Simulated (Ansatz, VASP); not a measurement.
# One calculation of NaH, two programs

INCAR

```
ALGO = Normal ; EDIFF = 1E-6
ENCUT = 520 ; ISIF = 2
ISMEAR = 0 ; LASPH = True
LCHARG = True ; LELF = True
LREAL = False ; LVHAR = True
LWAVE = False ; NBANDS = 16
NELM = 80 ; PREC = Accurate
SIGMA = 0.01
```

Contents of KPOINTS:

```
k-points
0
Gamma
  6 6 6
```

File POSCAR:

```
NaH
1.0
    3.9533072809      0.0000000000      0.0000000000
   -1.9766536405      3.4236645342      0.0000000000
    0.0000000000      0.0000000000      4.8283237760
Na H
2 2
Direct
    0.3333333333      0.6666666667      0.2500000000
    0.6666666667      0.3333333333      0.7500000000
    0.6666666667      0.3333333333      0.2500000000
    0.3333333333      0.6666666667      0.7500000000
```

Input for Ansatz:

```yaml
crystal:
  lattice:
    - [3.9533072809, 0.0, 0.0]
    - [-1.9766536405, 3.4236645342, 0.0]
    - [0.0, 0.0, 4.828323776]
  atoms:
    - { symbol: Na, position: [0.3333333333, 0.6666666667, 0.25] }
    - { symbol: Na, position: [0.6666666667, 0.3333333333, 0.75] }
    - { symbol: H, position: [0.6666666667, 0.3333333333, 0.25] }
    - { symbol: H, position: [0.3333333333, 0.6666666667, 0.75] }
kpoints:
  mp_grid: { grid: [6, 6, 6] }
hamiltonian:
  xc: lda
scf:
  occupations: { method: fixed }
output:
  optics: { e_range: [0, 17], de: 0.05, sigma: 0.1, bands: auto }
```

Alike in both runs: task single point; functional LDA; k mesh 6 × 6 × 6; no spin polarisation.

```csv
,VASP,Ansatz
version,VASP 6.6.1,Ansatz 0.2.0
potentials or method,"VASP PAW LDA potentials, release 64 (Na_pv, H)","plane waves, PAW"
plane-wave cutoff (eV),520,420
occupations,"gaussian, width 0.01 eV",fixed
valence electrons in the cell,16,20
```

```csv
,VASP,Ansatz,Ansatz less VASP
gap on the k mesh at the Fermi level (eV),2.98,2.98,+0.001
```

The two sets of potentials don't hold the same shells in valence.

A k mesh can miss the band edges. As with any semilocal functional, this LDA gap is likely too small.
